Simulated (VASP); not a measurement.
Here is a VASP 6.6.1 calculation.

INCAR

```
PREC     = Accurate       # precision mode
ENCUT    = 600            # plane-wave cutoff, eV
EDIFF    = 1E-7           # SCF threshold, eV
ISMEAR   = -1             # smearing method
SIGMA    = 0.05           # smearing width, eV
LREAL    = F              # projectors in reciprocal space
LASPH    = T              # aspherical terms in the spheres
NELM     = 60             # most SCF steps
ALGO     = Normal         # electronic algorithm
ISIF     = 3              # what is computed and relaxed
LWAVE    = F              # write WAVECAR
LCHARG   = F              # write CHGCAR
GGA      = PS             # functional
IVDW     = 11             # dispersion correction
IBRION   = 2              # ionic algorithm
NSW      = 60             # ionic steps
EDIFFG   = -0.005         # ionic threshold
```

KPOINTS

```
regular mesh
0
Gamma
  10 10 3
```

POSCAR

```
SiC
1.0
    3.0756941497      0.0000000000      0.0000000000
   -1.5378470748      2.6636292679      0.0000000000
    0.0000000000      0.0000000000     10.0706464800
Si C
4 4
Direct
    0.0000000000      0.0000000000      0.1878943800
    0.0000000000      0.0000000000      0.6878943800
    0.3333333333      0.6666666667      0.4378419800
    0.6666666667      0.3333333333      0.9378419800
    0.0000000000      0.0000000000      0.0004600500
    0.0000000000      0.0000000000      0.5004600500
    0.3333333333      0.6666666667      0.2498025900
    0.6666666667      0.3333333333      0.7498025900
```

Potentials or basis: VASP PAW PBE potentials, release 64 (Si, C).

Command:

```console
$ cat potpaw_PBE.64/Si/POTCAR potpaw_PBE.64/C/POTCAR > POTCAR
$ mpirun -np 1 vasp_std > vasp.out
```

(1) Estimate the space group after relaxing (to 0.05 Å).

(2) Predict the relaxed volume.

(3) Predict the relaxed cell.

(4) Estimate the band gap on the k mesh.

Results:

(1) P6_3mc (No. 186).

(2) 10.27 Å³/atom.

(3) a = 3.072 Å, b = 3.072 Å, c = 10.055 Å, α = 90.00°, β = 90.00°, γ = 120.00°.

(4) 2.11 eV, indirect (least direct gap 3.24 eV).

Caveat: the PAW data sets were made with another functional, which shifts forces and pressure a little; an odd mesh through Γ misses points on the zone boundary, where band edges often lie.
